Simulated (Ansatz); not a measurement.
Crystal: InSe.

```
In Se
1.0
     2.00000    1.15470    8.44000
    -2.00000    1.15470    8.44000
     0.00000   -2.30940    8.44000
In Se
2 2
Cartesian
  0.0000 0.0000 22.4994
  0.0000 0.0000 0.0000
  0.0000 0.0000 4.3525
  0.0000 0.0000 9.7102
```

Base run:

| Item | Value |
| --- | --- |
| Program | Ansatz 0.2.0 |
| Functional | PBEsol |
| Potentials or basis | all-electron PAW datasets made for the crystal |
| Cutoff | 270 eV |
| Density cutoff | 1080 eV |
| k mesh | 8 × 8 × 8 |
| Occupations | fixed |
| Spin | no spin polarisation |

Its results: band gap on the k mesh 0.35 eV, direct.

Task: The run is repeated on the same cell with these changes: functional from PBEsol to revPBE-LDA; potentials or basis from all-electron PAW datasets made for the crystal to all-electron LAPW, scalar-relativistic; cutoff from 270 eV to 273 eV; density cutoff from 1080 eV to 1091 eV. What comes out?

Result: Band gap on the k mesh 0.59 eV, direct.

Caveats: spin-orbit coupling is left out, which moves the levels of the heavy elements.

A k mesh can miss the band edges.

Not every run made on this cell is shown here.
